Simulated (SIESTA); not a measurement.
# TaN (P-6m2) in SIESTA: notebook, part 2 of 2

SIESTA 5.4.2.

### 4 Relaxation of cell and atoms, vdW-DF-cx

The input, run.py:

```python
from ase.io import read
from ase.calculators.siesta import Siesta
from ase.units import Ry, GPa
from ase.optimize import LBFGS
from ase.filters import FrechetCellFilter

atoms = read("POSCAR")

fdf = {
    'SCFMustConverge': False,
    'OccupationFunction': 'FD',
    'ElectronicTemperature': '0.05 eV',
    'MaxSCFIterations': '120',
    'SCF.Mixer.Method': 'Pulay',
    'SCF.Mixer.Weight': '0.25',
    'SCF.Mixer.History': '8',
    'SCF.DM.Tolerance': '5.0e-05',
    'SCF.H.Tolerance': '1.0e-03 eV',
    'WriteForces': 'true',
    'Charge.Mulliken': 'end',
    'Charge.Hirshfeld': 'end',
    'Charge.Voronoi': 'end',
    'SaveRho': 'true',
    'SaveElectrostaticPotential': 'true',
    'PAO.Basis': ['Ta.1 5', 'n=5 0 2', '  3.144 0.000', 'n=6 0 2', '  7.733 0.000', 'n=5 1 2', '  3.789 0.000', 'n=6 1 1', '  7.733', 'n=5 2 2', '  7.181 0.000'],
}
calc = Siesta(
    label="TaN",
    command="siesta < PREFIX.fdf > PREFIX.out",
    pseudo_path="pseudos",
    pseudo_qualifier="",
    xc=('VDW', 'BH'),
    basis_set="DZP",
    mesh_cutoff=800 * Ry,
    energy_shift=0.003 * Ry,
    kpts=[6, 6, 5],
    spin="non-polarized",
    fdf_arguments=fdf,
)
atoms.calc = calc

opt = LBFGS(FrechetCellFilter(atoms), trajectory="relax.traj")
converged = opt.run(fmax=0.02, steps=40)
print("converged:", converged)
print("cell (A):", atoms.cell.cellpar().round(5))
print("scaled positions:")
print(atoms.get_scaled_positions().round(6))
print(f"energy = {atoms.get_potential_energy():.6f} eV")
free = atoms.get_potential_energy(force_consistent=True)
print(f"free energy = {free:.6f} eV")
print("forces (eV/A):")
print(atoms.get_forces(apply_constraint=False).round(6))
print("stress (GPa, Voigt order, tension positive):", (atoms.get_stress() / GPa).round(4))
```

The input, POSCAR:

```
TaN
1.0
    2.9380000000      0.0000000000      0.0000000000
   -1.4690000000      2.5443826363      0.0000000000
    0.0000000000      0.0000000000      2.8830000000
Ta N
1 1
Direct
    0.0000000000      0.0000000000      0.5000000000
    0.6666666667      0.3333333333      0.0000000000
```

On the command line:

```console
$ python run.py
```

It took 2.6 min on 1 thread of Intel Xeon 6975P-C (Granite Rapids), shared host; peak memory 0.39 GiB.

It converged, with:

```
Free energy                            : -2054.8658 eV
Relaxed volume                         : 10.84 Å³/atom
Relaxed cell                           : a = 2.940 Å, b = 2.940 Å, c = 2.897 Å, α = 90.00°, β = 90.00°, γ = 120.00°
Space group after relaxing (to 0.05 Å) : P-6m2 (No. 187)
Energy gained by relaxing              : 0.8 meV/atom
Ionic steps                            : 4
Pressure after relaxing                : -0.2 GPa
Band gap on the k mesh                 : none (metal or under the smearing width)
Hirshfeld charges                      : Ta +0.30; N -0.30 e
Voronoi charges                        : Ta +0.41; N -0.41 e
```

Stress tensor (GPa, compression positive):
```
-0.27  0.00  0.00
 0.00 -0.27  0.00
 0.00  0.00  0.06
```

Step by step:
```
step  energy change (eV)  largest force (eV/Å)  pressure (GPa)  volume (Å³)
   1              0.0000                0.0000            2.25        21.55
   2             -0.0011                0.0000            0.99        21.62
   3             -0.0016                0.0000           -0.19        21.69
   4             -0.0016                0.0000           -0.16        21.68
```

Final structure:
```
CELL_PARAMETERS angstrom
2.93989 0.00000 0.00000
-1.46994 2.54602 0.00000
0.00000 0.00000 2.89711
ATOMIC_POSITIONS crystal
Ta 0.00000 0.00000 0.50000
N 0.66667 0.33333 0.00000
```

Levels at points of the mesh, in eV from the Fermi level:
| k point | band 5 | band 6 | band 7 | band 8 | band 9 | band 10 | band 11 | band 12 | band 13 | band 14 |
| --- | --- | --- | --- | --- | --- | --- | --- | --- | --- | --- |
| (0.00, 0.00, 0.00) | -17.78 | -4.61 | -4.61 | -4.37 | -2.90 | 2.35 | 3.60 | 3.60 | 3.81 | 3.81 |
| (0.50, 0.00, 0.00) | -15.51 | -8.34 | -5.29 | -3.61 | -3.15 | 2.85 | 3.98 | 5.14 | 5.38 | 7.97 |
| (0.00, 0.50, 0.00) | -15.51 | -8.34 | -5.29 | -3.61 | -3.15 | 2.85 | 3.98 | 5.14 | 5.38 | 7.97 |
| (0.50, 0.50, 0.00) | -15.51 | -8.34 | -5.29 | -3.61 | -3.15 | 2.85 | 3.98 | 5.14 | 5.38 | 7.97 |

Caveat: the k mesh is coarse (spacing up to 0.44 Å⁻¹), so the values aren't converged; Mulliken charges of long-ranged orbitals can have an unphysical sign; short orbitals over semicore shells can move pressures by several GPa; the potentials were made for another functional, which shifts forces and pressure; the basis of atomic orbitals isn't converged, which shifts pressures, moduli and gaps.

### 5 Relaxation of cell and atoms, VV10

Changes to run.py since step 4:

```diff
@@ -24,3 +24,3 @@
     'SaveElectrostaticPotential': 'true',
-    'PAO.Basis': ['Ta.1 5', 'n=5 0 2', '  3.144 0.000', 'n=6 0 2', '  7.733 0.000', 'n=5 1 2', '  3.789 0.000', 'n=6 1 1', '  7.733', 'n=5 2 2', '  7.181 0.000'],
+    'PAO.Basis': ['Ta.1 5', 'n=5 0 2', '  3.138 0.000', 'n=6 0 2', '  7.702 0.000', 'n=5 1 2', '  3.782 0.000', 'n=6 1 1', '  7.702', 'n=5 2 2', '  7.181 0.000'],
 }
@@ -31,3 +31,3 @@
     pseudo_qualifier="",
-    xc=('VDW', 'BH'),
+    xc=('VDW', 'VV'),
     basis_set="DZP",
```

POSCAR is that of step 4.

On the command line:

```console
$ python run.py
```

Run time: 2.7 min. Hardware: 1 thread of Intel Xeon 6975P-C (Granite Rapids), shared host; peak memory 0.41 GiB.

Results (log left out):

* Free energy: -2057.5682 eV
* Relaxed volume: 11.24 Å³/atom
* Relaxed cell: a = 2.975 Å, b = 2.975 Å, c = 2.934 Å, α = 90.00°, β = 90.00°, γ = 120.00°
* Space group after relaxing (to 0.05 Å): P-6m2 (No. 187)
* Energy gained by relaxing: 22.2 meV/atom
* Ionic steps: 4
* Pressure after relaxing: 0.0 GPa
* Band gap on the k mesh: none (metal or under the smearing width)
* Hirshfeld charges: Ta +0.32; N -0.32 e
* Voronoi charges: Ta +0.42; N -0.42 e

Step by step:
| step | energy change (eV) | largest force (eV/Å) | pressure (GPa) | volume (Å³) |
| --- | --- | --- | --- | --- |
| 1 | 0.0000 | 0.0000 | 15.67 | 21.55 |
| 2 | -0.0350 | 0.0000 | 6.79 | 22.04 |
| 3 | -0.0443 | 0.0000 | 0.59 | 22.44 |
| 4 | -0.0444 | 0.0000 | 0.01 | 22.48 |

Final structure:
```
CELL_PARAMETERS angstrom
2.97488 0.00000 0.00000
-1.48744 2.57632 0.00000
0.00000 0.00000 2.93359
ATOMIC_POSITIONS crystal
Ta 0.00000 0.00000 0.50000
N 0.66667 0.33333 0.00000
```

Levels at points of the mesh, in eV from the Fermi level:
| k point | band 7 | band 8 | band 9 | band 10 | band 11 | band 12 |
| --- | --- | --- | --- | --- | --- | --- |
| (0.00, 0.00, 0.00) | -4.42 | -4.19 | -2.87 | 2.06 | 3.38 | 3.38 |
| (0.50, 0.00, 0.00) | -5.08 | -3.44 | -3.07 | 2.71 | 3.73 | 4.86 |
| (0.00, 0.50, 0.00) | -5.08 | -3.44 | -3.07 | 2.71 | 3.73 | 4.86 |
| (0.50, 0.50, 0.00) | -5.08 | -3.44 | -3.07 | 2.71 | 3.73 | 4.86 |

Caveat: the k mesh is coarse (spacing up to 0.44 Å⁻¹), so the values aren't converged; Mulliken charges of long-ranged orbitals can have an unphysical sign; short orbitals over semicore shells can move pressures by several GPa; the non-local part is tabulated coarsely and may be off by about a percent; the potentials were made for another functional, which shifts forces and pressure; the basis of atomic orbitals isn't converged, which shifts pressures, moduli and gaps. Spin-orbit coupling is left out, which matters for the levels of Ta.

### 6 The runs side by side

| level | gap on the mesh (eV) | pressure (GPa) | relaxed volume (Å³/atom) |
| --- | --- | --- | --- |
| optB88-vdW | none | 0.0 | 11.04 |
| vdW-DF-C09 | none | -0.2 | 10.81 |
| vdW-DF-cx | none | -0.2 | 10.84 |
| VV10 | none | 0.0 | 11.24 |

Alike in all rows: task relaxation of cell and atoms; potentials or basis PseudoDojo 0.4 standard (PBE files), DZP (energy shift 0.003 Ry; two zetas on semicore shells); no spin polarisation; cell relaxed; k mesh 6 × 6 × 5; smearing fermi-dirac 0.05 eV; grid cutoff 800 Ry; energy shift 0.003 Ry; the mesh is coarse, so values aren't converged.

Caveats: all runs use coarse meshes; short orbitals over semicore shells can move pressures by several GPa; the potentials were made for another functional, which shifts forces and pressure; the basis of atomic orbitals isn't converged, which shifts pressures, moduli and gaps; the non-local part is tabulated coarsely and may be off by about a percent (some runs).

Absolute energies hang on the potentials; compare differences alone.
